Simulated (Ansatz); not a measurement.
Property card for Ti$_{2}$O

Level of theory: DFT r2SCAN, scalar-relativistic, plane waves, PAW in Ansatz 0.2.0.

Cutoff 500 eV; k points 18×18×10 on the computed 3-atom cell (Γ-centred); Gaussian smearing, width 0.10 eV; no spin polarisation.

The structure is relaxed at this level of theory with its symmetry kept. Whether it is the stable form of this composition wasn't checked.

The structure is trigonal, space group P-3m1 (No. 164). Conventional cell: a = 2.951 Å, b = 2.951 Å, c = 4.814 Å, α = 90.00°, β = 90.00°, γ = 120.00°. Ti (site symmetry 3m) is surrounded by 3 O at 2.14 Å. O (site symmetry -3m) has 6 Ti at 2.14 Å as nearest neighbours.

| Quantity | Value |
| --- | --- |
| Volume per atom | 12.11 Å³ |
| Formation energy from the elements' standard states (uncorrected) | -1.991 eV/atom |
| Generalised Kohn–Sham band gap | none (metal) |
| Density of states at the Fermi level | 0.95 states/eV per cell |
| Löwdin character within 0.5 eV of the Fermi level | Ti 3d 94 % |
| Bulk modulus | 197 GPa |
| Its pressure derivative | 4.2 |
| Bader charges (e) | Ti (2 in the cell) 0.73, O (1 in the cell) -1.46 |

Spin polarisation was left out, and a magnetic state may lie lower.

A ferromagnetic start lost its moments in a first run, so spin was left out; other magnetic orders weren't tried.